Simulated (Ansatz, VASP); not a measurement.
**BaS: VASP beside Ansatz**

```
Ba S
1.0
     0.00000    3.51753    3.51753
     3.51753    0.00000    3.51753
     3.51753    3.51753    0.00000
Ba S
1 1
Direct
  0.00000 0.00000 0.00000
  0.25000 0.25000 0.25000
```

Alike in both runs: functional PBE; k mesh 6 × 6 × 6; occupations gaussian, width 0.02 eV; no spin polarisation.

Ansatz relaxed the structure, and its values are those at the end. VASP's run is a single point on that final structure, the one shown.

|  | VASP | Ansatz |
| --- | --- | --- |
| version | VASP 6.6.1 | Ansatz 0.2.0 |
| potentials or method | VASP PAW PBE potentials, release 64 (Ba_sv, S) | scalar-relativistic, plane waves, PAW |
| plane-wave cutoff (eV) | 520 | 420 |
| valence electrons in the cell | 16 | 16 |

Ansatz gave:

```
gap on the k mesh at the Fermi level (eV) : 2.75
least direct gap on the mesh (eV)         : 3.42
pressure (GPa)                            : 0.0
```

**Question.** Which values does VASP return?

**Answer.** gap on the k mesh at the Fermi level (eV): 2.77; least direct gap on the mesh (eV): 3.42; pressure (GPa): 0.4.

With one functional, cell and mesh, what is left measures potentials, basis and numerics.

Caveats: spin-orbit coupling is left out, which moves the levels of the heavy elements. A k mesh can miss the band edges. PBE gaps usually lie below the measured ones, often by a third to a half.
